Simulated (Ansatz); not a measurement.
Crystal: Ru.

```
Ru
1.0
     2.70580    0.00000    0.00000
    -1.35290    2.34329    0.00000
     0.00000    0.00000    4.28190
Ru
2
Cartesian
  1.3529 0.7811 3.2114
  0.0000 1.5622 1.0705
```

Program: Ansatz 0.2.0. Alike in all runs: task band structure; potentials or basis Ansatz PAW; cell as given; smearing fermi-dirac 0.05 eV.

Question: Order these runs on this cell by their pressure, lowest first.
A. level LDA; spin off; k mesh 11 × 11 × 6; cutoff (eV) 420
B. level BLYP; spin off; k mesh 11 × 11 × 6; cutoff (eV) 420
C. level RPBE; spin off; k mesh 11 × 11 × 6; cutoff (eV) 420
D. level PBEsol; spin SOC, no magnetisation; k mesh 8 × 8 × 5; cutoff (eV) 420
E. level r2SCAN; spin off; k mesh 11 × 11 × 6; cutoff (eV) 500

Answer: A (-12.2 GPa), D (-6.6 GPa), E (-2.0 GPa), C (9.0 GPa), B (18.8 GPa).

Caveats: the PAW data sets come from PBE, with cores solved anew for the run's functional, which leaves a small shift of forces and pressure; so large a pressure means that the cell lies far from this level's equilibrium, or that cutoff or potentials fall short (some runs).

Runs at the PBE level aren't shown here.
